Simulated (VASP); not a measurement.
# Ti12H (a cell with a defect) in VASP: relaxation of the atoms with PBE

Aim: the relaxation of the atoms of Ti12H (a cell with a defect) with PBE.

Program: VASP 6.6.1. These are calculated values, not measurements. Logs are shortened: lines on timing, memory, paths and dates and some standing lists are left out, and cuts for length are marked.

### 1 The structure

The cell holds a defect, 13 atoms: a = 5.900 Å, b = 8.850 Å, c = 4.685 Å, α = 90.00°, β = 90.00°, γ = 120.00°.

The cell was built by a generator and needn't be a form met in nature.

### 2 Relaxation of the atoms, PBE

File INCAR:

```
SYSTEM = Ti12H
  PREC = Accurate
  ENCUT = 520
  EDIFF = 1E-6
  ISMEAR = -1
  SIGMA = 0.05
  LREAL = .FALSE.
  LASPH = .TRUE.
  NELM = 100
  ALGO = Fast
  ISIF = 2
  LWAVE = .FALSE.
  LCHARG = .FALSE.
  GGA = PE
  IBRION = 2
  NSW = 45
  EDIFFG = -0.08
```

File KPOINTS:

```
regular mesh
0
G
  2 2 2
  0 0 0
```

File POSCAR:

```
Ti12H
1.0
    5.9000000000      0.0000000000      0.0000000000
   -4.4250000000      7.6643250000      0.0000000000
    0.0000000000      0.0000000000      4.6846000000
Ti H
12 1
Direct
    0.0000000000      0.0000000000      0.0000000000
    0.1666667000      0.2222222000      0.5000000000
    0.0000000000      0.3333333000      0.0000000000
    0.1666667000      0.5555556000      0.5000000000
    0.0000000000      0.6666667000      0.0000000000
    0.1666667000      0.8888889000      0.5000000000
    0.5000000000      0.0000000000      0.0000000000
    0.6666667000      0.2222222000      0.5000000000
    0.5000000000      0.3333333000      0.0000000000
    0.6666667000      0.5555556000      0.5000000000
    0.5000000000      0.6666667000      0.0000000000
    0.6666667000      0.8888889000      0.5000000000
    0.8162779000      0.1030947000      0.7554723000
```

Potentials or basis: VASP PAW PBE potentials, release 64 (Ti_sv, H).

Run with:

```
cat potpaw_PBE.64/Ti_sv/POTCAR potpaw_PBE.64/H/POTCAR > POTCAR
mpirun -np 1 vasp_std > vasp.out
```

OUTCAR:

```text
SYSTEM = Ti12H
   PREC = Accurate
   ENCUT = 520
   EDIFF = 1E-6
   ISMEAR = -1
   LREAL = .FALSE.
   LASPH = .TRUE.
   NELM = 100
   ISIF = 2
   GGA = PE
   IBRION = 2
   NSW = 45
   EDIFFG = -0.08

 ion  position               nearest neighbor table
   1  0.000  0.000  0.000-  12 2.90  12 2.90   2 2.90   2 2.90   6 2.90   6 2.90
   2  0.167  0.222  0.500-   9 2.90   9 2.90   1 2.90   1 2.90   3 2.90   3 2.90
   3  0.000  0.333  0.000-   8 2.90   8 2.90   2 2.90   2 2.90   4 2.90   4 2.90
   4  0.167  0.556  0.500-  11 2.90  11 2.90   5 2.90   5 2.90   3 2.90   3 2.90
   5  0.000  0.667  0.000-  10 2.90  10 2.90   6 2.90   6 2.90   4 2.90   4 2.90
   6  0.167  0.889  0.500-   7 2.90   7 2.90   5 2.90   5 2.90   1 2.90   1 2.90
   7  0.500  0.000  0.000-   6 2.90   6 2.90   8 2.90   8 2.90  12 2.90  12 2.90
   8  0.667  0.222  0.500-   3 2.90   3 2.90   7 2.90   7 2.90   9 2.90   9 2.90
   9  0.500  0.333  0.000-   2 2.90   2 2.90   8 2.90   8 2.90  10 2.90  10 2.90
  10  0.667  0.556  0.500-   5 2.90   5 2.90  11 2.90  11 2.90   9 2.90   9 2.90
  11  0.500  0.667  0.000-   4 2.90   4 2.90  12 2.90  12 2.90  10 2.90  10 2.90
  12  0.667  0.889  0.500-   1 2.90   1 2.90  11 2.90  11 2.90   7 2.90   7 2.90
  13  0.816  0.103  0.755-

  LATTYP: Found a simple monoclinic cell.
 ALAT       =     5.9000000000
 B/A-ratio  =     0.7940000000
 C/A-ratio  =     1.3228756849
 COS(beta)  =    -0.1889822323

  Lattice vectors:

 A1 = (   5.9000000000,   0.0000000000,   0.0000000000)
 A2 = (   0.0000000000,   0.0000000000,   4.6846000000)
 A3 = (  -1.4750000000,  -7.6643250000,   0.0000000000)

Analysis of symmetry for initial positions (statically):
=====================================================================
 Subroutine PRICEL returns:
 Original cell was already a primitive cell.

 Routine SETGRP: Setting up the symmetry group for a
 simple monoclinic supercell.

 Subroutine GETGRP returns: Found  1 space group operations
 (whereof  1 operations were pure point group operations)
 out of a pool of  4 trial point group operations.

The static configuration has the point symmetry C_1 .

Analysis of symmetry for dynamics (positions and initial velocities):
=====================================================================
 Subroutine PRICEL returns:
 Original cell was already a primitive cell.

 Routine SETGRP: Setting up the symmetry group for a
 simple monoclinic supercell.

 Subroutine GETGRP returns: Found  1 space group operations
 (whereof  1 operations were pure point group operations)
 out of a pool of  4 trial point group operations.

The dynamic configuration has the point symmetry C_1 .

 Subroutine INISYM returns: Found  1 space group operations
 (whereof  1 operations are pure point group operations),
 and found     1 'primitive' translations

----------------------------------------------------------------------------------------

                                     Primitive cell

  volume of cell :     211.8354

  direct lattice vectors                    reciprocal lattice vectors
     5.900000000  0.000000000  0.000000000     0.169491525  0.097855976  0.000000000
    -4.425000000  7.664325000  0.000000000     0.000000000  0.130474634  0.000000000
     0.000000000  0.000000000  4.684600000     0.000000000  0.000000000  0.213465397

  length of vectors
     5.900000000  8.850000153  4.684600000     0.195711955  0.130474634  0.213465397

  position of ions in fractional coordinates (direct lattice)
     0.000000000  0.000000000  0.000000000
     0.166666700  0.222222200  0.500000000
     0.000000000  0.333333300  0.000000000
     0.166666700  0.555555600  0.500000000
     0.000000000  0.666666700  0.000000000
     0.166666700  0.888888900  0.500000000
     0.500000000  0.000000000  0.000000000
     0.666666700  0.222222200  0.500000000
     0.500000000  0.333333300  0.000000000
     0.666666700  0.555555600  0.500000000
     0.500000000  0.666666700  0.000000000
     0.666666700  0.888888900  0.500000000
     0.816277900  0.103094700  0.755472300

  ion indices of the primitive-cell ions
   primitive index   ion index
                 1           1
                 2           2
                 3           3
                 4           4
                 5           5
                 6           6
                 7           7
                 8           8
                 9           9
                10          10
                11          11
                12          12
                13          13

----------------------------------------------------------------------------------------

 KPOINTS: regular mesh

Automatic generation of k-mesh.
 Grid dimensions read from file:
 generate k-points for:    2    2    2

 Generating k-lattice:

  Cartesian coordinates                     Fractional coordinates (reciprocal lattice)
     0.084745763  0.048927988  0.000000000     0.500000000  0.000000000  0.000000000
     0.000000000  0.065237317  0.000000000     0.000000000  0.500000000  0.000000000
     0.000000000  0.000000000  0.106732699     0.000000000  0.000000000  0.500000000

  Length of vectors
     0.097855977  0.065237317  0.106732699

  Shift w.r.t. Gamma in fractional coordinates (k-lattice)
     0.000000000  0.000000000  0.000000000

 Subroutine IBZKPT returns following result:
 ===========================================

 Found      8 irreducible k-points:

 Following reciprocal coordinates:
            Coordinates               Weight
  0.000000  0.000000  0.000000      1.000000
  0.500000  0.000000  0.000000      1.000000
  0.000000  0.500000  0.000000      1.000000
  0.500000  0.500000  0.000000      1.000000
  0.000000  0.000000  0.500000      1.000000
  0.500000  0.000000  0.500000      1.000000
  0.000000  0.500000  0.500000      1.000000
  0.500000  0.500000  0.500000      1.000000
   k-points           NKPTS =      8   k-points in BZ     NKDIM =      8   number of bands    NBANDS=     87
   number of dos      NEDOS =    301   number of ions     NIONS =     13
   total plane-waves  NPLWV = 120960
   dimension x,y,z NGX =    48 NGY =   70 NGZ =   36
   dimension x,y,z NGXF=    96 NGYF=  140 NGZF=   72
   ions per type =              12   1
   NGX,Y,Z   is equivalent  to a cutoff of  13.53, 13.15, 12.78 a.u.
   NGXF,Y,Z  is equivalent  to a cutoff of  27.05, 26.30, 25.55 a.u.
 SYSTEM =  Ti12H
   PREC   = accura    normal or accurate (medium, high low for compatibility)
   ISTART =      0    job   : 0-new  1-cont  2-samecut
   ICHARG =      2    charge: 1-file 2-atom 10-const
   ISPIN  =      1    spin polarized calculation?
   LNONCOLLINEAR =      F non collinear calculations
   LSORBIT =      F    spin-orbit coupling
   LASPH  =      T    aspherical Exc in radial PAW
   ENCUT  =  520.0 eV  38.22 Ry    6.18 a.u.  10.97 16.46  8.71*2*pi/ulx,y,z
   NELM   =    100;   NELMIN=  2; NELMDL= -5     # of ELM steps
   EDIFF  = 0.1E-05   stopping-criterion for ELM
   LREAL  =      F    real-space projection
   EDIFFG = -.8E-01   stopping-criterion for IOM
   NSW    =     45    number of steps for IOM
   IBRION =      2    ionic relax: 0-MD 1-quasi-New 2-CG
   NFREE  =      1    steps in history (QN), initial steepest desc. (CG)
   ISIF   =      2    stress and relaxation
   ISYM   =      2    0-nonsym 1-usesym 2-fastsym
   POTIM  = 0.5000    time-step for ionic-motion
   TEBEG  =    0.0;   TEEND  =   0.0 temperature during run
   PSTRESS=    0.0 pullay stress
   NELECT =     145.0000    total number of electrons
   NUPDOWN=      -1.0000    fix difference up-down
   EMIN   =  10.00;   EMAX   =-10.00  energy-range for DOS
   EFERMI =   0.00;   METHOD = LEGACY
   ISMEAR =    -1;   SIGMA  =   0.05  broadening in eV -4-tet -1-fermi 0-gaus
   EFERMI_NEDOS =   21; number of points for ismear=-14 and -15
   IALGO  =     68    algorithm
   IMIX   =      4    mixing-type and parameters
     AMIX     =   0.40;   BMIX     =  1.00
     AMIX_MAG =   1.60;   BMIX_MAG =  1.00
  volume/ion in A,a.u.               =      16.30       109.96
  Fermi-wavevector in a.u.,A,eV,Ry     =   1.442773  2.726446 28.321806  2.081594
  Thomas-Fermi vector in A             =   2.561256
   LORBIT       =      0    0 simple, 1 ext, 2 COOP (PROOUT), +10 PAW based schemes
   GGA     = PE    functional components
   LHFCALC =     F    Hartree Fock is set to
   AEXX    =    0.0000 exact exchange contribution
   IVDW    =     0    specifies the selected vdW correction
   LEPSILON=     F    determine dielectric tensor
   LRPA    =     F    only Hartree local field effects (RPA)
 conjugate gradient relaxation of ions
 non-spin polarized calculation
 RMM-DIIS sequential band-by-band and
  energy-cutoff  :      520.00
  volume of cell :      211.84
 maximum number of plane-waves:      5724
 NGX is ok and might be reduce to    48
   NGX = 21   NGY = 33   NGZ = 17

--------------------------------------- Ionic step        1  -------------------------------------------

 number of electron     145.0000002 magnetization

 Free energy of the ion-electron system (eV)
  ---------------------------------------------------
  ext. energy  EPLUGINS =         0.00000000
  ---------------------------------------------------
  free energy    TOTEN  =       -97.54409639 eV

  energy without entropy =      -97.44585745  energy(sigma->0) =      -97.49497692

------------------------ aborting loop because EDIFF is reached ----------------------------------------

  FORCE on cell =-STRESS in cart. coord.  units (eV):
  Direction    XX          YY          ZZ          XY          YZ          ZX
  --------------------------------------------------------------------------------------
  -------------------------------------------------------------------------------------
  Total       -2.7464836     -1.1436863      0.3904609     -0.3226041      0.0644160     -0.0591454
  in kB      -20.7725186     -8.6500588      2.9531784     -2.4399560      0.4871987     -0.4473350
  external PRESSURE =      -8.8231330 kB  Pullay stress =       0.0000000 kB
[... 173 lines left out ...]
  energy  without entropy=      -97.5035094792  energy(sigma->0) =      -97.55172120

--------------------------------------- Ionic step        5  -------------------------------------------

 number of electron     145.0000002 magnetization

 Free energy of the ion-electron system (eV)
  ---------------------------------------------------
  ext. energy  EPLUGINS =         0.00000000
  ---------------------------------------------------
  free energy    TOTEN  =       -97.60389949 eV

  energy without entropy =      -97.50909773  energy(sigma->0) =      -97.55649861

 E-fermi :   8.1714     XC(G=0): -11.4730

 val. band max:        8.1689071282   @ k =   0.5000   0.5000   0.5000
 cond. band min:       8.2574875660   @ k =   0.0000   0.0000   0.5000
 fundamental gap:      0.0885804378
 Fermi energy:         8.1714253374

 k-point     1 :       0.0000    0.0000    0.0000
  band No.  band energies     occupation
      1     -48.6201      2.00000
      2     -48.5605      2.00000
      3     -48.5369      2.00000
      4     -48.5236      2.00000
      5     -48.5149      2.00000
      6     -48.5026      2.00000
[... 685 lines left out ...]
     83       8.6183      0.00026
     84       8.6424      0.00016
 [bands above 84 left out]

------------------------ aborting loop because EDIFF is reached ----------------------------------------

  FORCE on cell =-STRESS in cart. coord.  units (eV):
  Direction    XX          YY          ZZ          XY          YZ          ZX
  --------------------------------------------------------------------------------------
  -------------------------------------------------------------------------------------
  Total       -2.5786419     -1.2402495      0.0677642     -0.4041731      0.1807146      0.0392979
  in kB      -19.5030792     -9.3803964      0.5125216     -3.0568883      1.3668010      0.2972225
  external PRESSURE =      -9.4569847 kB  Pullay stress =       0.0000000 kB
[... 28 lines left out ...]
  FREE ENERGIE OF THE ION-ELECTRON SYSTEM (eV)
  ---------------------------------------------------
  free  energy   TOTEN  =       -97.6038994878 eV

  energy  without entropy=      -97.5090977340  energy(sigma->0) =      -97.55649861

 reached required accuracy - stopping structural energy minimisation
```

Run time: 51 min. Hardware: 1 thread of Intel Xeon Platinum 8559C (Emerald Rapids), shared host; peak memory 0.43 GiB.

Results:

| Property | Result |
| --- | --- |
| Free energy | -97.6039 eV |
| Energy gained by relaxing | 4.6 meV/atom |
| Ionic steps | 5 |
| Pressure after relaxing | -0.9 GPa |
| Largest force after relaxing | 0.078 eV/Å |
| Band gap on the k mesh | none (metal or under the smearing width) |

Forces on the atoms (eV/Å):
```
Ti   0.027 -0.017  0.004
Ti  -0.030 -0.018 -0.002
Ti   0.002 -0.021 -0.015
Ti  -0.066 -0.012  0.002
Ti  -0.011 -0.052 -0.011
Ti  -0.018  0.043 -0.013
Ti   0.007  0.005 -0.002
Ti  -0.030  0.007  0.003
Ti   0.021 -0.057  0.015
Ti   0.011  0.039  0.014
Ti   0.043  0.005  0.005
Ti  -0.009  0.024  0.019
H    0.053  0.054 -0.019
```

Stress tensor (GPa, compression positive):
```
-1.95 -0.31  0.03
-0.31 -0.94  0.14
 0.03  0.14  0.05
```

Step by step:
| step | energy change (eV) | largest force (eV/Å) | pressure (GPa) |
| --- | --- | --- | --- |
| 1 | 0.0000 | 0.4486 | -0.88 |
| 2 | -0.0363 | 0.2322 | -0.92 |
| 3 | -0.0509 | 0.1482 | -0.97 |
| 4 | -0.0558 | 0.1224 | -0.96 |
| 5 | -0.0598 | 0.0781 | -0.95 |

Final structure:
```xyz
13
Lattice="5.9000 0.0000 0.0000 -4.4250 7.6643 0.0000 0.0000 0.0000 4.6846" Properties=species:S:1:pos:R:3 pbc="T T T"
Ti   -4.3897    7.6305    0.0036
Ti    0.0192    1.7361    2.3426
Ti   -1.4679    2.5780    4.6761
Ti   -1.4719    4.2761    2.3354
Ti   -2.9347    5.1062    0.0124
Ti   -2.9614    6.8016    2.3386
Ti   -1.5004    7.6254    0.0067
Ti    2.9067    1.7314    2.3416
Ti    1.4753    2.5605    0.0075
Ti    1.4565    4.2570    2.3327
Ti   -0.0039    5.0848    0.0063
Ti   -0.0165    6.7803    2.3517
H     4.3986    0.8274    3.5221
```

Caveat: the k mesh is coarse (spacing up to 0.67 Å⁻¹), so the values aren't converged; the relaxation stopped at a loose force limit of 0.08 eV/Å, so its end isn't a converged minimum.
